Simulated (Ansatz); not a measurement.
# The 3-layer graphene (ABC) under a gate, part 2 of 4

Aim: charge, voltage and capacitance of the 3-layer graphene (ABC) in a field-effect set-up.

Ansatz 0.2.0; plane-wave DFT, PBE-D3(BJ), Ansatz PAW (the session's first sound run).

So far. Step 2 (Relaxing the slab): The lattice constant a goes from 2.467 to 2.465 Å.

### Step 3. Gated layer, added electrons 0

The slab is cut off from its images along the normal. A charged sheet stands for each gate, the layer takes the opposite charge, and a barrier ahead of the sheet keeps electrons from leaking to it. The uncharged case sets the zero; a dense mesh is needed because few carriers fill a small part of the zone.

The cell differs from the one that the last finished run ended in (c 37.200 → 43.480 Å).

Contents of input.yaml:

```yaml
crystal:
  lattice:
    - [2.4652901377, 0.0, 0.0]
    - [-1.2326450689, 2.135003887, 0.0]
    - [0.0, 0.0, 43.4801679772]
  atoms:
    - { symbol: C, position: [0.6666666667, 0.3333333333, 0.4220435447] }
    - { symbol: C, position: [0.3333333333, 0.6666666667, 0.4220314882] }
    - { symbol: C, position: [0.0, 0.0, 0.5000121897] }
    - { symbol: C, position: [0.6666666667, 0.3333333333, 0.4999878103] }
    - { symbol: C, position: [0.3333333333, 0.6666666667, 0.5779685118] }
    - { symbol: C, position: [0.0, 0.0, 0.5779564553] }
  periodic: [true, true, false]
  symmetry: { detect: true }
kpoints:
  mp_grid: { grid: [114, 114, 1] }
  band_path:
    path: [[0, 0, 0], [0.5, 0, 0], [0.33333333, 0.33333333, 0], [0, 0, 0]]
    npoints: 16
hamiltonian:
  xc: pbe
  dispersion: d3bj
scf:
  occupations: { method: fermi_dirac, width: 0.02585 }
  convergence: { dr2_threshold: 1.0e-10 }
output:
  forces: true
  eigenvalues: true
  dos: { projected: true, e_range: [-3, 3], de: 0.01 }
  write_potential: true
  write_density: true
  volumetric_format: npy
  elf: true
external_charges:
  - { charge: 0, barrier: 10, axis: 3, height: 28.13, sigma: 0.25 }
```

On the command line:

```
> ansatz run input.yaml --threads 8 --pin off --max-ram 12288MiB --backend cpu --events-out ev --progress --plain --runs-dir out
```

Numbers of over 12 decimals in the logs are rounded to 6 here.

Log:

```text
[...]
Crystal: 6 atoms, lattice volume = 228.854 Å³
Basis set: ecut = 420 eV, 4315 PW (Γ), exchange–correlation on 36×36×600 points (8 copies of the dense FFT grid, shifted against one another)
Bands: 18, of which v1, the nominal top of the filled ones, is band 12 counted from 1 (11 counted from 0)
Symmetry: 6 space group operations
k-points: 1141 of 12996 (time reversal used)
[...]
SCF iter   1: F=—  HF=-1506.387947 eV  |F-HF|=—  |Δ(HF+E_count)|=         —  Δρ=1.56e-3  dr2=6.31e-3  ethr=1.77e-3  ⟨swp⟩=18.8  Hψ=236162  notcnv=0
[...]
SCF iter   9: F=-1506.387600 eV  HF=-1506.387600 eV  |F-HF|=8.73e-11  |Δ(HF+E_count)|=  1.48e-10  Δρ=7.32e-8  dr2=2.89e-11  ethr=1.00e-12  ⟨swp⟩=25.3  Hψ=207214  notcnv=0
SCF 1 converged in 9 iterations: F = -1506.387600 eV  dr2 = 2.89e-11
[...]
NSCF: frozen V_eff on 49 k-points
[...]
SCF converged after 9 iterations
Free energy (F): -1506.387600 eV
[...]
Internal energy: -1506.387507 eV  (E = F + TS)
E sigma→0 (E₀):  -1506.387553 eV
Entropy (-TS):   -0.000093 eV (-0.015 meV/atom)
Fermi energy:    -4.253737 eV
[...]
--- Forces (eV/Å), atoms and charges each counted from 1 ---
  atom   1  C      0.00000000    -0.00000000    -0.00314713
  atom   2  C     -0.00000000     0.00000000     0.00130649
  atom   3  C     -0.00000000    -0.00000000    -0.00436958
  atom   4  C      0.00000000     0.00000000     0.00428212
  atom   5  C     -0.00000000    -0.00000000    -0.00579963
  atom   6  C     -0.00000000     0.00000000    -0.00135723
  external charge   1     0.00000000     0.00000000     0.00907020
  max |Σ_I F_I| component, the external charges' with the atoms': 1.48e-5 eV/Å
--- Band table (eV; the first three rows and the last of 1141) ---
  k-point 0: bands = [... 8 lower, -7.2870, -7.2870, -7.2843, -7.2843, -0.6925, 0.1938, 0.3647, 1.0814, ... 2 higher]
  k-point 1: bands = [... 8 lower, -7.2946, -7.2919, -7.2910, -7.2883, -0.6901, 0.1962, 0.3672, 1.0838, ... 2 higher]
  k-point 2: bands = [... 8 lower, -7.3150, -7.3145, -7.3031, -7.3003, -0.6827, 0.2035, 0.3744, 1.0913, ... 2 higher]
  k-point 1140: bands = [... 8 lower, -14.8157, -4.5806, -4.5801, -4.2655, -4.2504, -3.9472, -3.9466, 6.2693, ... 2 higher]
```

It took 2 min on 8 threads of Arm Neoverse V1, shared host; peak memory 3.9 GiB.

This step gave:

```
potential beyond the upper barrier and gate, less the barrier, from the Fermi level : 4.235 eV
```

Running mean over a fixed 2.8 Å (it still follows the layers) of the planar mean; beyond a gate it holds the 10 eV model barrier. Table of electron's electrostatic potential energy less the Fermi level by z:

```
z (Å)  electron's electrostatic potential energy less the Fermi level (eV)
    4                                                                 4.27
    5                                                                 4.27
    6                                                                 4.27
    7                                                                 4.27
    8                                                                 4.27
    9                                                                 4.27
   10                                                                 4.27
   11                                                                 4.27
   12                                                                 4.27
   13                                                                 4.27
   14                                                                 4.27
   15                                                                 4.26
   16                                                                 3.99
   17                                                                -2.06
   18                                                                -7.54
   19                                                                -7.22
   20                                                                -1.06
   21                                                                -7.02
   22                                                                -7.63
   23                                                                -3.71
   24                                                                -4.86
   25                                                                -7.66
   26                                                                -6.37
   27                                                                 3.75
   28                                                                 8.72
   29                                                                 12.4
   30                                                                 14.2
   31                                                                 14.2
   32                                                                 14.2
   33                                                                 14.2
   34                                                                 14.2
   35                                                                 14.2
   36                                                                 14.2
   37                                                                 14.2
   38                                                                 14.2
   39                                                                 14.2
```

The density of states has structure finer than the step of the table below, so its rows give means over 0.1 eV, whole bins alone (the curve runs from -3 to 1.99 eV). Peaks (eV: height): -2.40: 1.74, -2.14: 1.61, 1.47: 1.71, 1.75: 2.10.

Density of states against energy, zero at the Fermi level; means over each step:

```
energy (eV)  density of states (states/eV a cell)
       -2.9                                  1.11
       -2.8                                  1.17
       -2.7                                  1.27
       -2.6                                  1.38
       -2.5                                  1.33
       -2.4                                  1.48
       -2.3                                  1.30
       -2.2                                  1.36
       -2.1                                  1.31
       -2.0                                  1.04
       -1.9                                 0.909
       -1.8                                 0.813
       -1.7                                 0.732
       -1.6                                 0.663
       -1.5                                 0.602
       -1.4                                 0.546
       -1.3                                 0.495
       -1.2                                 0.448
       -1.1                                 0.404
       -1.0                                 0.362
       -0.9                                 0.322
       -0.8                                 0.283
       -0.7                                 0.247
       -0.6                                 0.211
       -0.5                                 0.175
       -0.4                                 0.140
       -0.3                                0.0996
       -0.2                                0.0553
       -0.1                                0.0448
        0.0                                0.0433
        0.1                                0.0365
        0.2                                0.0446
        0.3                                0.0821
        0.4                                 0.138
        0.5                                 0.176
        0.6                                 0.217
        0.7                                 0.261
        0.8                                 0.308
        0.9                                 0.362
        1.0                                 0.424
        1.1                                 0.495
        1.2                                 0.588
        1.3                                 0.723
        1.4                                  1.04
        1.5                                  1.43
        1.6                                  1.23
        1.7                                  1.45
        1.8                                  1.54
        1.9                                  1.47
```

Projected DOS per atom over height of the atomic layer and energy from the Fermi level. Layers: C2 C2 C2 from below.

Ten even steps from '_' (0.005 states/eV) to '@' (0.245 states/eV), each cell a mean:
```
@@@@@@
@@%%@@
##%%##
--==--
::::::
......
......
______
______
______
______
......
......
::::::
------
======
++++++
**##**
@@@@@@
@@%%@@
%%@@%%
######
```
Columns: height of the atomic layer (Å) from 18.4 to 25.1; rows upwards: energy from the Fermi level (eV) from -2.98 to 1.97.

The electronic bands at the labelled points (eV, zero at the Fermi level):

```
  point  band 9  band 10  band 11  band 12  band 13  band 14  band 15  band 16
      Γ   -3.03    -3.03    -3.03    -3.03     3.56     4.45     4.62     5.34
halfway   -5.26    -5.07    -5.05    -5.04     5.54     6.37     6.61     7.01
      M   -6.41    -2.63    -2.40    -2.15     1.46     1.75     1.94     7.25
halfway   -8.21    -2.03    -1.80    -1.55     1.34     1.51     1.58     9.73
      K  -10.56    -0.33    -0.33    -0.01     0.00     0.31     0.31    10.52
halfway   -6.41    -5.91    -5.34    -4.72     6.18     6.22     6.37     6.52
      Γ   -3.03    -3.03    -3.03    -3.03     3.56     4.45     4.62     5.34
```

Valence density in the ca plane at fractional y = 0.000, with atoms of C within 0.2 Å of it. It is the smooth field of the valence electrons, not physical close to the nuclei.

Values in e/Å³, 5 rows by 16 columns, each cell a mean:
```
0.0 0.0 0.0 0.1 0.3 0.1 0.1 1.3 0.7 0.1 0.8 1.3 0.1 0.0 0.0 0.0
0.0 0.0 0.0 0.2 0.9 0.2 0.1 0.8 0.4 0.0 0.5 0.8 0.1 0.0 0.0 0.0
0.0 0.0 0.0 0.3 1.4 0.2 0.1 0.6 0.4 0.0 0.4 0.6 0.1 0.0 0.0 0.0
0.0 0.0 0.0 0.2 0.6 0.1 0.1 1.0 0.5 0.1 0.6 1.0 0.1 0.0 0.0 0.0
0.0 0.0 0.0 0.1 0.2 0.1 0.1 1.4 0.8 0.1 0.8 1.3 0.1 0.0 0.0 0.0
```
Columns run along c (16.0 Å, from fractional 0.32 to 0.69 of the cell), rows up along a (2.5 Å). Atoms in or near the plane, at fractional coordinates: C at (0.50, 0.00), C at (0.58, 0.00).

ELF in the ca plane at fractional y = 0.000, with atoms of C within 0.2 Å of it. It is the smooth field of the valence electrons, not physical close to the nuclei.

Values, 5 rows by 16 columns, each cell a mean:
```
0.00 0.00 0.01 0.08 0.18 0.06 0.26 0.55 0.57 0.12 0.57 0.56 0.32 0.01 0.00 0.00
0.00 0.00 0.04 0.41 0.73 0.31 0.17 0.69 0.53 0.07 0.56 0.69 0.21 0.01 0.00 0.00
0.00 0.00 0.06 0.56 0.89 0.43 0.14 0.56 0.43 0.06 0.44 0.55 0.16 0.01 0.00 0.00
0.00 0.00 0.02 0.27 0.52 0.20 0.21 0.72 0.59 0.09 0.61 0.72 0.25 0.01 0.00 0.00
0.00 0.00 0.00 0.03 0.07 0.03 0.28 0.39 0.51 0.13 0.51 0.40 0.34 0.02 0.00 0.00
```
Columns run along c (16.0 Å, from fractional 0.32 to 0.69 of the cell), rows up along a (2.5 Å). Atoms in or near the plane, at fractional coordinates: C at (0.50, 0.00), C at (0.58, 0.00).

Electrostatic potential energy in the ca plane at fractional y = 0.000, with atoms of C within 0.2 Å of it. With pseudopotentials it is smooth inside the atoms' cores, unlike the true potential.

Ten even steps from '0' (-54 eV) to '9' (10 eV), each cell a mean:
```
88888888888777888886101688886200578888899999
88888888887777888887435788887534788888899999
88888888887667788887666788887766788888899999
88888888887556788887666788887766788888899999
88888888887656788887666788887766788888899999
88888888887767788887546788887645788888899999
88888888887777888886202688887301678888899999
88888888888777888875000678886100578888899999
```
Columns run along c (16.0 Å, from fractional 0.32 to 0.69 of the cell; values clipped at the 3rd and 97th percentile), rows up along a (2.5 Å). Atoms in or near the plane, at fractional coordinates: C at (0.50, 0.00), C at (0.58, 0.00).

There is no gap.

### Step 4. Gated layer, added electrons -1×10¹³ per cm²

input.yaml, the sections that differ from step 3:

```yaml
total_charge: 0.005263
kpoints:
  mp_grid: { grid: [114, 114, 1] }
output:
  forces: true
  eigenvalues: true
  write_potential: true
  write_density: true
  volumetric_format: npy
external_charges:
  - { charge: 0, barrier: 10, axis: 3, height: 28.13, sigma: 0.25 }
  - { charge: -0.005263, axis: 3, height: 29.63, sigma: 0.5 }
# crystal, hamiltonian, scf: as in step 3
```

Log:

```text
[...]
Crystal: 6 atoms, lattice volume = 228.854 Å³
Basis set: ecut = 420 eV, 4315 PW (Γ), exchange–correlation on 36×36×600 points (8 copies of the dense FFT grid, shifted against one another)
Bands: 18, of which v1, the nominal top of the filled ones, is band 12 counted from 1 (11 counted from 0)
Symmetry: 6 space group operations
k-points: 1141 of 12996 (time reversal used)
[...]
SCF iter   1: F=—  HF=-1509.523787 eV  |F-HF|=—  |Δ(HF+E_count)|=         —  Δρ=6.24e-2  dr2=7.89e0  ethr=3.10e-3  ⟨swp⟩=18.2  Hψ=239855  notcnv=0
[...]
SCF iter  12: F=-1506.363293 eV  HF=-1506.363293 eV  |F-HF|=5.82e-11  |Δ(HF+E_count)|=  7.05e-12  Δρ=5.06e-8  dr2=2.36e-12  ethr=1.00e-12  ⟨swp⟩=11.2  Hψ=142422  notcnv=0
SCF 1 converged in 12 iterations: F = -1506.363293 eV  dr2 = 2.36e-12
[...]
SCF converged after 12 iterations
Free energy (F): -1506.363293 eV
[...]
Internal energy: -1506.363176 eV  (E = F + TS)
E sigma→0 (E₀):  -1506.363234 eV
Entropy (-TS):   -0.000117 eV (-0.020 meV/atom)
Fermi energy:    -4.689917 eV
[...]
--- Forces (eV/Å), atoms and charges each counted from 1 ---
  atom   1  C      0.00000000    -0.00000000    -0.00253413
  atom   2  C     -0.00000000     0.00000000     0.00079032
  atom   3  C     -0.00000000    -0.00000000    -0.00349941
  atom   4  C      0.00000000     0.00000000     0.00354901
  atom   5  C      0.00000000    -0.00000000    -0.00582348
  atom   6  C     -0.00000000     0.00000000    -0.00055175
  external charge   1     0.00000000     0.00000000     0.00854648
  external charge   2     0.00000000     0.00000000    -0.00047670
  max |Σ_I F_I| component, the external charges' with the atoms': 3.43e-7 eV/Å
--- Band table (eV; the first three rows and the last of 1141) ---
  k-point 0: bands = [... 8 lower, -7.6301, -7.6301, -7.5342, -7.5342, -1.0679, -0.1453, 0.1142, 0.7294, ... 2 higher]
  k-point 1: bands = [... 8 lower, -7.6377, -7.6341, -7.5418, -7.5382, -1.0654, -0.1429, 0.1165, 0.7318, ... 2 higher]
  k-point 2: bands = [... 8 lower, -7.6605, -7.6462, -7.5646, -7.5503, -1.0581, -0.1354, 0.1236, 0.7393, ... 2 higher]
  k-point 1140: bands = [... 8 lower, -15.0623, -4.9359, -4.8729, -4.6378, -4.5006, -4.3024, -4.2282, 5.9424, ... 2 higher]
```

Wall time 2.5 min (8 threads); peak memory 3.9 GiB.

This step gave:

```yaml
energy_at_zero_smearing: -1506.3632 eV
potential_beyond_the_upper_barrier_and_gate_less_the_barrier_from_the_fermi_level: 5.052 eV
```

Against the uncharged case this takes -0.82 V.

### Step 5. Gated layer, added electrons -2×10¹³ per cm²

Changes to input.yaml since step 4:

```diff
@@ -14,3 +14,3 @@
   symmetry: { detect: true }
-total_charge: 0.005263
+total_charge: 0.010527
 kpoints:
@@ -31,2 +31,2 @@
   - { charge: 0, barrier: 10, axis: 3, height: 28.13, sigma: 0.25 }
-  - { charge: -0.005263, axis: 3, height: 29.63, sigma: 0.5 }
+  - { charge: -0.010527, axis: 3, height: 29.63, sigma: 0.5 }
```

Log:

```text
[...]
Crystal: 6 atoms, lattice volume = 228.854 Å³
Basis set: ecut = 420 eV, 4315 PW (Γ), exchange–correlation on 36×36×600 points (8 copies of the dense FFT grid, shifted against one another)
Bands: 18, of which v1, the nominal top of the filled ones, is band 12 counted from 1 (11 counted from 0)
Symmetry: 6 space group operations
k-points: 1141 of 12996 (time reversal used)
[...]
--- Band table (eV; the first three rows and the last of 1141) ---
  k-point 0: bands = [... 8 lower, -7.9682, -7.9682, -7.8001, -7.8001, -1.4288, -0.4990, -0.1383, 0.3946, ... 2 higher]
  k-point 1: bands = [... 8 lower, -7.9758, -7.9722, -7.8077, -7.8042, -1.4264, -0.4965, -0.1360, 0.3971, ... 2 higher]
  k-point 2: bands = [... 8 lower, -7.9986, -7.9843, -7.8305, -7.8162, -1.4190, -0.4890, -0.1290, 0.4045, ... 2 higher]
  k-point 1140: bands = [... 8 lower, -15.3268, -5.2864, -5.1801, -5.0012, -4.7608, -4.6515, -4.5162, 5.5907, ... 2 higher]
[key lines of the parts left out:]
SCF converged after 11 iterations
Free energy (F): -1506.335068 eV
Fermi energy:    -5.088457 eV
```

Run time: 2.2 min. Hardware: 8 threads; peak memory 3.9 GiB; 18 min of CPU time.

Against the uncharged case this takes -1.58 V.

### Step 6. Gated layer, added electrons -4×10¹³ per cm²

Changes to input.yaml since step 5:

```diff
@@ -14,3 +14,3 @@
   symmetry: { detect: true }
-total_charge: 0.010527
+total_charge: 0.021054
 kpoints:
@@ -31,2 +31,2 @@
   - { charge: 0, barrier: 10, axis: 3, height: 28.13, sigma: 0.25 }
-  - { charge: -0.010527, axis: 3, height: 29.63, sigma: 0.5 }
+  - { charge: -0.021054, axis: 3, height: 29.63, sigma: 0.5 }
```

Log:

```text
[...]
Crystal: 6 atoms, lattice volume = 228.854 Å³
Basis set: ecut = 420 eV, 4315 PW (Γ), exchange–correlation on 36×36×600 points (8 copies of the dense FFT grid, shifted against one another)
Bands: 18, of which v1, the nominal top of the filled ones, is band 12 counted from 1 (11 counted from 0)
Symmetry: 6 space group operations
k-points: 1141 of 12996 (time reversal used)
[...]
--- Band table (eV; the first three rows and the last of 1141) ---
  k-point 0: bands = [... 8 lower, -8.6411, -8.6411, -8.3728, -8.3728, -2.1175, -1.1844, -0.6958, -0.2397, ... 2 higher]
  k-point 1: bands = [... 8 lower, -8.6487, -8.6451, -8.3804, -8.3768, -2.1151, -1.1819, -0.6934, -0.2372, ... 2 higher]
  k-point 2: bands = [... 8 lower, -8.6715, -8.6572, -8.4032, -8.3889, -2.1077, -1.1743, -0.6865, -0.2298, ... 2 higher]
  k-point 1140: bands = [... 8 lower, -15.8964, -5.9682, -5.8154, -5.6924, -5.3313, -5.3195, -5.1089, 4.9030, ... 2 higher]
[key lines of the parts left out:]
SCF converged after 11 iterations
Free energy (F): -1506.267871 eV
Fermi energy:    -5.826196 eV
```

Wall time 2.2 min (8 threads); peak memory 3.9 GiB; 18 min of CPU time.

Against the uncharged case this takes -3.01 V.

### Step 7. Gated layer, added electrons -7×10¹³ per cm²

Changes to input.yaml since step 6:

```diff
@@ -14,3 +14,3 @@
   symmetry: { detect: true }
-total_charge: 0.021054
+total_charge: 0.036844
 kpoints:
@@ -31,2 +31,2 @@
   - { charge: 0, barrier: 10, axis: 3, height: 28.13, sigma: 0.25 }
-  - { charge: -0.021054, axis: 3, height: 29.63, sigma: 0.5 }
+  - { charge: -0.036844, axis: 3, height: 29.63, sigma: 0.5 }
```

Log:

```text
[...]
Crystal: 6 atoms, lattice volume = 228.854 Å³
Basis set: ecut = 420 eV, 4315 PW (Γ), exchange–correlation on 36×36×600 points (8 copies of the dense FFT grid, shifted against one another)
Bands: 18, of which v1, the nominal top of the filled ones, is band 12 counted from 1 (11 counted from 0)
Symmetry: 6 space group operations
k-points: 1141 of 12996 (time reversal used)
[...]
--- Band table (eV; the first three rows and the last of 1141) ---
  k-point 0: bands = [... 8 lower, -9.6432, -9.6432, -9.2575, -9.2575, -3.1369, -2.2033, -1.6152, -1.1793, ... 2 higher]
  k-point 1: bands = [... 8 lower, -9.6508, -9.6472, -9.2651, -9.2615, -3.1345, -2.2008, -1.6129, -1.1769, ... 2 higher]
  k-point 2: bands = [... 8 lower, -9.6736, -9.6593, -9.2879, -9.2736, -3.1271, -2.1932, -1.6058, -1.1696, ... 2 higher]
  k-point 1140: bands = [... 8 lower, -16.7761, -6.9800, -6.7817, -6.7141, -6.3400, -6.1817, -6.0035, 3.8851, ... 2 higher]
[key lines of the parts left out:]
SCF converged after 11 iterations
Free energy (F): -1506.141507 eV
Fermi energy:    -6.875408 eV
```

Run time: 2.3 min. Hardware: 8 threads; peak memory 3.9 GiB.

Against the uncharged case this takes -5.08 V.

(Continued in part 3 of 4.)

[Logs are printed without paths, hosts, clocks, repeated set-up lines and the standing remarks that a program may print on its own settings, such as how far it seeks lower states.]

[Hosts, paths, dates, database ids (printed as entryN), source tags and the programs' standing remarks are cut or masked in the printed files.]

[Maps of the electrostatic potential energy from Ansatz leave out the sawtooth potential of an applied field or a dipole correction, so their vacuum need not be flat; planar profiles and work functions include it.]

[The density of states shown here was stored with 400 of the rows of the run's finer table, so its peaks can read low, often by over a quarter, or be missed, and its means over a window can be off by a tenth or more.]
